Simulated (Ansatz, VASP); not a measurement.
## Nb: VASP beside Ansatz

```
Nb
1.0
    -1.65558    1.65558    1.65558
     1.65558   -1.65558    1.65558
     1.65558    1.65558   -1.65558
Nb
1
Direct
  0.00000 0.00000 0.00000
```

Alike in both runs: functional PBE; k mesh 17 × 17 × 17; occupations fermi-dirac, width 0.05 eV; no spin polarisation.

Ansatz relaxed the structure, and its values are those at the end. VASP's run is a single point on that final structure, the one shown.

|  | VASP | Ansatz |
| --- | --- | --- |
| version | VASP 6.6.1 | Ansatz 0.2.0 |
| potentials or method | VASP PAW PBE potentials, release 64 (Nb_sv), cutoff 520 eV | all-electron LAPW, non-relativistic |

VASP gave:

| Quantity | Value |
| --- | --- |
| pressure (GPa) | -0.6 |

Problem. Estimate Ansatz's values.

Solution. Pressure (GPa): 0.0.

Ansatz ran all-electron here, so the differences hold the error of VASP's frozen core and of both bases.
